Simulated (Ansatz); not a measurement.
A run of Ansatz 0.2.0:

File input.yaml:

```yaml
crystal:
  lattice:
    - [0.0, 2.5663, 2.5663]
    - [2.5663, 0.0, 2.5663]
    - [2.5663, 2.5663, 0.0]
  atoms:
    - { symbol: Sr, position: [0.5, 0.5, 0.5] }
    - { symbol: O, position: [0.0, 0.0, 0.0] }
hamiltonian:
  xc: { exchange: slater, correlation: vwn5 }
  pseudopotentials: { kind: paw }
kpoints:
  mp_grid: { grid: [9, 9, 9] }
scf:
  occupations: { method: fermi_dirac, width: 0.05 }
output:
  forces: true
  stress: true
relax:
  f_tol: 0.01
  max_steps: 40
  cell: { stress_tol: 0.05 }
```

Potentials or basis: Ansatz PAW.

Run with:

```console
$ ansatz run input.yaml --threads 2 --pin off --max-ram 5120MiB --backend cpu --events-out ev --progress --plain --runs-dir out
```

Hardware: 2 threads of Arm Neoverse V1 (shared host).

Task: How long does it take, and how much memory?

Result: Wall time 3.4 s on 2 threads of Arm Neoverse V1, on a shared host, peak memory 0.27 GiB. Counts: scf iterations 45, plane waves 609, k points 35, bands 12, ion steps 7.
